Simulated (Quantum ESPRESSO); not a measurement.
# MgO (Fm-3m) in Quantum ESPRESSO: further runs, part 4 of 5

Quantum ESPRESSO 7.5. The steps go on from the part before.

### Step 5. Phonons, PBE

pw.in reads:

```
&CONTROL
  calculation = 'scf'
  prefix = 'pwscf'
  outdir = './tmp'
  pseudo_dir = './pseudo'
  tprnfor = .true.
  tstress = .true.
  disk_io = 'low'
/
&SYSTEM
  ibrav = 0
  nat = 2
  ntyp = 2
  ecutwfc = 84
  nbnd = 14
  occupations = 'smearing'
  smearing = 'fd'
  degauss = 0.00367493
/
&ELECTRONS
  conv_thr = 4d-10
  electron_maxstep = 120
  mixing_beta = 0.5
/
ATOMIC_SPECIES
Mg    24.3050 Mg.upf
O     15.9990 O.upf
CELL_PARAMETERS angstrom
   0.0000000000    2.0970013927    2.0970013927
   2.0970013927    0.0000000000    2.0970013927
   2.0970013927    2.0970013927    0.0000000000
ATOMIC_POSITIONS angstrom
Mg     0.0000000000    0.0000000000    0.0000000000
O      2.0970013927    2.0970013927    2.0970013927
K_POINTS automatic
6 6 6 1 1 1
```

scf2.in reads:

```
&CONTROL
  calculation = 'scf'
  prefix = 'pwscf'
  outdir = './tmp'
  pseudo_dir = './pseudo'
  tprnfor = .true.
  tstress = .true.
  disk_io = 'low'
/
&SYSTEM
  ibrav = 0
  nat = 2
  ntyp = 2
  ecutwfc = 84
  nbnd = 14
  occupations = 'fixed'
/
&ELECTRONS
  conv_thr = 1d-13
  electron_maxstep = 120
  mixing_beta = 0.5
  startingpot = 'file'
  startingwfc = 'file'
/
ATOMIC_SPECIES
Mg    24.3050 Mg.upf
O     15.9990 O.upf
CELL_PARAMETERS angstrom
   0.0000000000    2.0970013927    2.0970013927
   2.0970013927    0.0000000000    2.0970013927
   2.0970013927    2.0970013927    0.0000000000
ATOMIC_POSITIONS angstrom
Mg     0.0000000000    0.0000000000    0.0000000000
O      2.0970013927    2.0970013927    2.0970013927
K_POINTS automatic
6 6 6 1 1 1
```

ph.in reads:

```
phonons of MgO
&INPUTPH
  prefix = 'pwscf'
  outdir = './tmp'
  tr2_ph = 1d-18
  fildyn = 'dyn'
  niter_ph = 90
  alpha_mix(1) = 0.7
  epsil = .true.
/
0.0000000000 0.0000000000 0.0000000000
```

dynmat.in reads:

```
&INPUT
  fildyn = 'dyn'
  asr = 'crystal'
  lperm = .true.
  filout = 'dynmat.disp'
  fileig = 'dynmat.eig'
/
```

dynmat_lo.in reads:

```
&INPUT
  fildyn = 'dyn'
  asr = 'crystal'
  filout = 'dynmat_lo.disp'
  fileig = 'dynmat_lo.eig'
  q(1) = 0
  q(2) = 0
  q(3) = 1
/
```

Potentials or basis: PseudoDojo 0.4.1 SR PBE standard.

Command:

```
$ OMP_NUM_THREADS=1 pw.x -in pw.in > pw.out
$ OMP_NUM_THREADS=1 pw.x -in scf2.in > scf2.out
$ OMP_NUM_THREADS=1 ph.x -in ph.in > ph.out
$ OMP_NUM_THREADS=1 dynmat.x -in dynmat.in > dynmat.out
$ OMP_NUM_THREADS=1 dynmat.x -in dynmat_lo.in > dynmat_lo.out
```

pw.out:

```text
This program is part of the open-source Quantum ESPRESSO suite
     for quantum simulation of materials; please cite
[... 9 lines left out ...]
     --------------------
     sticks:   dense  smooth     PW     G-vecs:    dense   smooth      PW
     Sum         733     733    223                12939    12939    2229

     Using Slab Decomposition

     bravais-lattice index     =            0
     lattice parameter (alat)  =       5.6042  a.u.
     unit-cell volume          =     124.4580 (a.u.)^3
     number of atoms/cell      =            2
     number of atomic types    =            2
     number of electrons       =        16.00
     number of Kohn-Sham states=           14
     kinetic-energy cutoff     =      84.0000  Ry
     charge density cutoff     =     336.0000  Ry
     scf convergence threshold =      4.0E-10
     mixing beta               =       0.5000
     number of iterations used =            8  plain     mixing
     Exchange-correlation= PBE
                           (   1   4   3   4   0   0   0)

     celldm(1)=   5.604187  celldm(2)=   0.000000  celldm(3)=   0.000000
     celldm(4)=   0.000000  celldm(5)=   0.000000  celldm(6)=   0.000000

     crystal axes: (cart. coord. in units of alat)
               a(1) = (   0.000000   0.707107   0.707107 )
               a(2) = (   0.707107   0.000000   0.707107 )
               a(3) = (   0.707107   0.707107   0.000000 )

     reciprocal axes: (cart. coord. in units 2 pi/alat)
               b(1) = ( -0.707107  0.707107  0.707107 )
               b(2) = (  0.707107 -0.707107  0.707107 )
               b(3) = (  0.707107  0.707107 -0.707107 )

     PseudoPot. # 1 for Mg read from file:
     Mg.upf
     Pseudo is Norm-conserving, Zval = 10.0
     Generated using ONCVPSP code by D. R. Hamann
     Using radial grid of 1510 points,  4 beta functions with:
                l(1) =   0
                l(2) =   0
                l(3) =   1
                l(4) =   1

     PseudoPot. # 2 for O  read from file:
     O.upf
     Pseudo is Norm-conserving + core correction, Zval =  6.0
     Generated using ONCVPSP code by D. R. Hamann
     Using radial grid of  936 points,  5 beta functions with:
                l(1) =   0
                l(2) =   0
                l(3) =   1
                l(4) =   1
                l(5) =   2

     atomic species   valence    mass     pseudopotential
     Mg               10.00    24.30500     Mg( 1.00)
     O                 6.00    15.99900     O ( 1.00)

     48 Sym. Ops., with inversion, found

   Cartesian axes

     site n.     atom                  positions (alat units)
         1        Mg     tau(   1) = (   0.0000000   0.0000000   0.0000000  )
         2        O      tau(   2) = (   0.7071068   0.7071068   0.7071068  )

     number of k points=    28  Fermi-Dirac smearing, width (Ry)=  0.0037
                       cart. coord. in units 2pi/alat
        k(    1) = (   0.0589256   0.0589256   0.0589256), wk =   0.0185185
        k(    2) = (   0.1767767   0.1767767  -0.0589256), wk =   0.0555556
        k(    3) = (   0.2946278   0.2946278  -0.1767767), wk =   0.0555556
        k(    4) = (  -0.2946278  -0.2946278   0.4124790), wk =   0.0555556
        k(    5) = (  -0.1767767  -0.1767767   0.2946278), wk =   0.0555556
        k(    6) = (  -0.0589256  -0.0589256   0.1767767), wk =   0.0555556
[... 20 lines left out ...]
        k(   27) = (   0.2946278   0.2946278   0.2946278), wk =   0.0185185
        k(   28) = (  -0.2946278  -0.2946278   0.8838835), wk =   0.0555556

     Dense  grid:    12939 G-vectors     FFT dimensions: (  36,  36,  36)

     Initial potential from superposition of free atoms

     starting charge      15.9992, renormalised to      16.0000
     Starting wfcs are    9 randomized atomic wfcs +    5 random wfcs

     Self-consistent Calculation

     iteration #  1     ecut=    84.00 Ry     beta= 0.50
     Davidson diagonalization with overlap
     ethr =  1.00E-02,  avg # of iterations =  4.8

     total energy              =    -151.98678419 Ry
     estimated scf accuracy    <       0.38414125 Ry

     iteration #  2     ecut=    84.00 Ry     beta= 0.50
     Davidson diagonalization with overlap
     ethr =  2.40E-03,  avg # of iterations =  2.1
[... 43 lines left out ...]
     total energy              =    -152.10141728 Ry
     estimated scf accuracy    <          2.2E-09 Ry

     iteration #  9     ecut=    84.00 Ry     beta= 0.50
     Davidson diagonalization with overlap
     ethr =  1.36E-11,  avg # of iterations =  2.0

     End of self-consistent calculation

          k = 0.0589 0.0589 0.0589 (  1624 PWs)   bands (ev):

   -64.0970 -30.8574 -30.8520 -30.8520  -8.9614   7.7467   8.1660   8.1660
    13.5581  23.2510  24.4188  24.4188  29.3603  29.4866

          k = 0.1768 0.1768-0.0589 (  1604 PWs)   bands (ev):

   -64.0941 -30.8827 -30.8592 -30.8532  -8.5846   6.2203   7.7447   8.0130
    15.1243  21.2251  24.6918  25.2533  27.5295  29.3147

          k = 0.2946 0.2946-0.1768 (  1625 PWs)   bands (ev):

   -64.0897 -30.9239 -30.8643 -30.8582  -7.9308   4.3127   7.3661   7.6834
    16.4347  20.6021  24.1993  25.1360  29.0332  30.2386

          k =-0.2946-0.2946 0.4125 (  1619 PWs)   bands (ev):

   -64.0882 -30.9383 -30.8639 -30.8619  -7.6748   3.6940   7.3221   7.5098
    16.5586  20.8845  23.9268  24.8867  29.9953  30.7276

          k =-0.1768-0.1768 0.2946 (  1609 PWs)   bands (ev):
[... 6 lines left out ...]
   -64.0954 -30.8693 -30.8557 -30.8544  -8.7653   6.9229   7.9693   7.9985
    14.4873  21.8295  24.7953  24.8085  27.4753  30.0472

          k = 0.2946 0.0589 0.0589 (  1622 PWs)   bands (ev):

   -64.0928 -30.8864 -30.8621 -30.8613  -8.4228   5.9256   7.6303   7.6522
    15.8301  20.2861  24.6699  25.4533  25.9734  31.0957

          k = 0.4125 0.1768-0.0589 (  1620 PWs)   bands (ev):

   -64.0892 -30.9109 -30.8745 -30.8654  -7.9176   4.8389   6.8915   7.3847
    17.4410  19.5165  22.7969  25.8611  27.0494  31.7821

          k =-0.1768-0.4125 0.5303 (  1617 PWs)   bands (ev):

   -64.0869 -30.9262 -30.8825 -30.8683  -7.5511   4.2209   6.2725   7.2284
    18.0054  20.4822  21.8487  25.4340  28.5156  31.2686

          k =-0.0589-0.2946 0.4125 (  1614 PWs)   bands (ev):

   -64.0882 -30.9173 -30.8824 -30.8628  -7.7493   4.5874   6.3687   7.4520
    17.8403  20.0601  22.3990  25.6663  28.3691  30.2423

          k = 0.0589-0.1768 0.2946 (  1615 PWs)   bands (ev):

   -64.0918 -30.8982 -30.8660 -30.8572  -8.2728   5.4345   7.3483   7.7717
    16.2001  20.3423  24.1672  25.7145  26.7320  30.3242

          k = 0.5303 0.0589 0.0589 (  1623 PWs)   bands (ev):

   -64.0871 -30.9176 -30.8784 -30.8761  -7.6781   4.4979   6.8706   7.0505
    18.0499  18.3307  21.7198  26.8245  26.9298  34.0559

          k =-0.0589-0.5303 0.6482 (  1629 PWs)   bands (ev):

   -64.0856 -30.9198 -30.8899 -30.8793  -7.4498   4.4584   6.1616   6.8162
    18.3468  19.3646  21.0949  25.8903  27.8196  34.3027

          k = 0.0589-0.4125 0.5303 (  1619 PWs)   bands (ev):

   -64.0861 -30.9151 -30.8983 -30.8713  -7.4718   4.7279   5.4969   7.0927
    18.7709  20.4132  21.0287  25.4056  28.3360  31.2413

          k = 0.1768-0.2946 0.4125 (  1618 PWs)   bands (ev):

   -64.0882 -30.9296 -30.8710 -30.8626  -7.7123   4.0670   6.9282   7.4691
    17.1015  20.5764  23.0838  25.2367  29.0411  30.8433

          k =-0.6482 0.0589 0.0589 (  1622 PWs)   bands (ev):

   -64.0856 -30.9249 -30.8833 -30.8799  -7.4789   4.2239   6.6735   6.9047
    17.7085  18.5777  21.3764  27.1827  27.2161  34.4433

          k =-0.5303 0.1768-0.0589 (  1628 PWs)   bands (ev):

   -64.0869 -30.9179 -30.8833 -30.8742  -7.6179   4.5329   6.4591   7.0237
    18.3741  19.0943  21.5682  25.9654  27.5205  33.1207

          k =-0.4125 0.0589 0.0589 (  1623 PWs)   bands (ev):

   -64.0897 -30.9040 -30.8703 -30.8696  -8.0242   5.0723   7.2165   7.3175
    17.1898  19.0379  22.9453  26.1800  26.4264  32.4880

          k = 0.1768 0.1768 0.1768 (  1618 PWs)   bands (ev):

   -64.0930 -30.8966 -30.8559 -30.8559  -8.4207   5.5517   7.8736   7.8736
    15.4513  20.9334  25.0807  25.0807  28.6523  28.6523

          k = 0.2946 0.2946 0.0589 (  1615 PWs)   bands (ev):
[... 21 lines left out ...]
   -64.0865 -30.9171 -30.8910 -30.8720  -7.5340   4.6106   5.9219   7.0163
    18.8415  19.8942  21.3499  25.1690  28.8720  30.8228

          k =-0.0589-0.2946 0.6482 (  1615 PWs)   bands (ev):

   -64.0856 -30.9115 -30.8987 -30.8798  -7.4204   4.8779   5.5618   6.6481
    19.3354  20.1838  20.6620  24.5176  29.1949  31.5136

          k =-0.7660 0.1768 0.1768 (  1628 PWs)   bands (ev):

   -64.0858 -30.9165 -30.8975 -30.8737  -7.4493   4.6292   5.6313   7.0823
    18.4068  20.1169  20.9556  26.4804  26.8401  33.6278

          k = 0.2946 0.2946 0.2946 (  1616 PWs)   bands (ev):

   -64.0890 -30.9353 -30.8599 -30.8599  -7.7946   3.8233   7.6019   7.6019
    16.2048  20.8461  24.7861  24.7861  29.5693  30.5358

          k =-0.2946-0.2946 0.8839 (  1610 PWs)   bands (ev):

   -64.0875 -30.9316 -30.8758 -30.8636  -7.6074   3.9784   6.6344   7.4320
    17.3880  20.7166  22.5879  25.3468  29.2089  30.9062

     the Fermi energy is    10.0582 ev

!    total energy              =    -152.10141728 Ry
     estimated scf accuracy    <          3.5E-12 Ry
     smearing contrib. (-TS)   =       0.00000000 Ry
     internal energy E=F+TS    =    -152.10141728 Ry

     The total energy is F=E-TS. E is the sum of the following terms:
     one-electron contribution =     -73.72802618 Ry
     hartree contribution      =      41.31095805 Ry
     xc contribution           =     -24.50958347 Ry
     ewald contribution        =     -95.17476569 Ry

     convergence has been achieved in   9 iterations

     Forces acting on atoms (cartesian axes, Ry/au):

     atom    1 type  1   force =     0.00000000    0.00000000    0.00000000
     atom    2 type  2   force =     0.00000000    0.00000000    0.00000000

     Total force =     0.000000     Total SCF correction =     0.000000

     Computing stress (Cartesian axis) and pressure

          total   stress  (Ry/bohr**3)                   (kbar)     P=       67.47
   0.00045863   0.00000000  -0.00000000           67.47        0.00       -0.00
   0.00000000   0.00045863   0.00000000            0.00       67.47        0.00
  -0.00000000   0.00000000   0.00045863           -0.00        0.00       67.47

=------------------------------------------------------------------------------=
   JOB DONE.
=------------------------------------------------------------------------------=
```

It took 2.8 min on 1 thread of Arm Neoverse V2, shared host; peak memory 0.05 GiB.

What came out:

```
Free energy                                             : -2069.4452 eV
Pressure after relaxing                                 : 6.7 GPa
Electronic dielectric tensor (diagonal)                 : 3.18
Born charges (mean of the diagonal)                     : Mg +1.98; O -1.98 e
Highest phonon frequency at Γ, LO-TO splitting left out : 408 cm⁻¹
Static dielectric tensor (diagonal)                     : 9.67
```

Phonon frequencies in cm⁻¹ (negative: imaginary):
```
              q point           frequencies
(0.000, 0.000, 0.000)  57 57 57 408 408 408
```

Electronic dielectric tensor:
```
3.18 0.00 0.00
0.00 3.18 0.00
0.00 0.00 3.18
```

Born effective charge tensors (e):
atom 1, Mg
```
1.98 0.00 0.00
0.00 1.98 0.00
0.00 0.00 1.98
```
atom 2, O
```
-1.98  0.00  0.00
 0.00 -1.98  0.00
 0.00  0.00 -1.98
```

Optical modes at Γ, degenerate ones joined, polar ones without the macroscopic field:
```csv
cm⁻¹,components,symmetry,active in,"IR intensity, summed ((D/Å)²/amu)"
409,3,T1u,IR,28.23
```

Zone-centre frequencies without and with the macroscopic field along z (cm⁻¹):
|  | optical modes in rising order |
| --- | --- |
| without | 409 409 409 |
| with the field | 409 409 714 |

Static dielectric tensor, electrons and zone-centre modes:
```
9.67 0.00 0.00
0.00 9.67 0.00
0.00 0.00 9.67
```

Caveat: the cell is more than 3 GPa from zero pressure, which shifts response properties; before the sum rule the acoustic modes lie tens of cm⁻¹ from zero, a sign that the density grid also shifts the optical modes.

(Continued in part 5 of 5.)
